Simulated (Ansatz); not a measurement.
CsPbI$_{3}$:
```cif
data_CsI3Pb
_chemical_formula_sum 'Cs1 Pb1 I3'
_space_group_name_H-M_alt 'P 1'
_space_group_IT_number 1
_cell_length_a 6.23832
_cell_length_b 6.23832
_cell_length_c 6.23832
_cell_angle_alpha 90.000
_cell_angle_beta 90.000
_cell_angle_gamma 90.000
loop_
_space_group_symop_operation_xyz
  'x, y, z'
loop_
_atom_site_label
_atom_site_type_symbol
_atom_site_fract_x
_atom_site_fract_y
_atom_site_fract_z
_atom_site_occupancy
Cs1 Cs 0.50000 0.50000 0.50000 1
Pb1 Pb 0.00000 0.00000 0.00000 1
I1 I 0.00000 0.00000 0.50000 1
I2 I 0.50000 0.00000 0.00000 1
I3 I 0.00000 0.50000 0.00000 1
```

Relaxed with PBEsol. Plane-wave PAW PBEsol (Ansatz code) gives a gap of 1.18 eV.

**Question.** What gap does HSE06 give on the same cell (Ansatz, PAW)?

**Answer.** 1.67 eV, 0.49 eV more. The hybrid was solved on a coarser mesh and at special points; its gap is the smallest among all of these.

```
k  v1 PBEsol  c1 PBEsol  v1 HSE06  c1 HSE06
-  ---------  ---------  --------  --------
Γ      -1.45       2.77         ?         ?
R       0.00       1.18      0.00      1.67
M      -0.53       1.67         ?         ?
X      -1.06       2.02         ?         ?
```

**Question.** Top valence (v1) and lowest conduction level (c1) in eV from each method's valence maximum (which need not be a listed point): supply the withheld HSE06 values.

**Answer.** 
- X, v1 HSE06: -1.28
- X, c1 HSE06: 2.52
- Γ, v1 HSE06: -1.91
- Γ, c1 HSE06: 3.40
- M, v1 HSE06: -0.63
- M, c1 HSE06: 2.15

Cost on shared cores: the PBEsol run (SCF on a 5×5×5 mesh, then bands and DOS) very roughly 80 core-seconds, the HSE06 run (SCF on 3×3×3, then a few points) around 4 core-minutes (rough); the tasks are unlike.

Space group Pm-3m (cubic perovskite). This is a known high-temperature phase of the composition, computed here at zero pressure and temperature. Symmetry was held in the PBEsol relaxation; of distortions, only those at the zone centre were tested, and some modes there are weakly imaginary. Scalar-relativistic: spin–orbit coupling is off unless named, which matters more the heavier the elements.

Potentials: the later of the program's two PAW sets.
